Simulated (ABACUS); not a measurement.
## NbP under changes of volume

One of the cells (16.103 Å³/atom); the others are scaled copies at fixed shape and fractional positions:

```xyz
4
Lattice="-1.6749 1.6749 5.7401 1.6749 -1.6749 5.7401 1.6749 1.6749 -5.7401" Properties=species:S:1:pos:R:3 pbc="T T T"
Nb    1.6749    0.0000    2.8687
Nb    0.0000    0.0000    5.7387
P     0.0000    1.6749    3.8200
P     0.0000    0.0000    0.9500
```

The cell is a database's computed one.

```yaml
Program: ABACUS 3.10.1
Functional: PBEsol
Potentials_or_basis: PseudoDojo NC SR 0.4.1 PBEsol standard
Cutoff: 1116 eV
Density_cutoff: 4463 eV
Basis: plane waves
k_mesh: 11 × 11 × 11
Occupations: fermi-dirac, width 0.05 eV
Spin: no spin polarisation
```

```tsv
volume (Å³/atom)	energy over the lowest point (meV/atom)	pressure (GPa)	largest force (eV/Å)
15.137	?	?	?
15.459	0.00	1.5	0.032
15.781	1.15	-2.6	0.024
16.103	10.23	-6.4	0.017
16.425	26.42	-9.7	0.010
16.747	48.99	-12.7	0.004
17.069	77.26	-15.4	0.001
```

Q: What does the run at 15.137 Å³/atom give?

A: Energy over the lowest point 7.69 meV/atom; pressure 6.2 GPa; largest force 0.041 eV/Å.

Worked out: A Birch-Murnaghan fit of order 3 (a polynomial in V^(-2/3)) to the other rows has its minimum at 15.57 Å³/atom with B0 = V·E''(V) = 205 GPa and B' = 4.3 at fixed shape and positions, which overstates the stiffness. It gives 7.71 meV/atom at 15.137 Å³/atom, against the run's 7.69, and -dE/dV = 6.2 GPa, against 6.2.

Energies are extrapolated to zero smearing.

Caveats: there are fewer bands than atomic start orbitals, so a level may be missed at k points of high symmetry.
